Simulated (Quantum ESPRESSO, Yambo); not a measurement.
Planning a run of Yambo 5.3.0 on ZrSe2 (1T monolayer). The input:

```
optics
bss
bse
em1s
dipoles
rim_cut
rim_w
RandQpts= 3000000
RandGvec= 100 RL
CUTGeo= "slab z"
RandGvecW= 9 RL
Chimod= "HARTREE"
BSKmod= "SEX"
BSEmod= "resonant"
BSSmod= "d"
BSENGexx= 20 Ry
BSENGBlk= 4 Ry
% BSEQptR
 1 | 1 |
%
% BSEBands
 28 | 33 |
%
% BEnRange
 0 | 4 | eV
%
% BDmRange
 0.05 | 0.05 | eV
%
BEnSteps= 81
% BLongDir
 1 | 0 | 0 |
%
% BndsRnXs
 23 | 53 |
%
NGsBlkXs= 4 Ry
% LongDrXs
 1 | 1 | 0 |
%
% KfnQP_E
 1.136 | 1.0 | 1.0 |
%
WRbsWF
FFTGvecs= 47 Ry
```

```sh
OMP_NUM_THREADS=2 mpirun -n 4 yambo -F bse10.in -J bse10 -C bse10 > bse10.log
```

The stored states that it reads are on a 18×18×1 mesh. The cell holds 3 atoms: 1 Zr and 2 Se. Cell: a = 3.808 Å, b = 3.808 Å, c = 16.000 Å, α = 90.0°, β = 90.0°, γ = 120.0°. Vacuum lies along c.

Question: Estimate wall time and host memory on 4 MPI ranks of AMD EPYC 7R43, shared host.

It took 6 min; on shared hardware allow 3 min to 12 min. Peak host memory was 2.7 GiB.

The kernel grows as the square of the matrix size, and full diagonalisation as its cube.

[Paths, hosts, dates, memory and timing lines, banners, echoed tables and standing remarks are left out of the program output.]

[Logs are printed without paths, hosts, clocks, repeated set-up lines and the standing remarks that a program may print on its own settings, such as how far it seeks lower states.]

[Runs of the session that timed out or met a known fault of the program may be left out.]

[Hosts, paths, dates, database ids (printed as entryN), source tags and the programs' standing remarks are cut or masked in the printed files.]
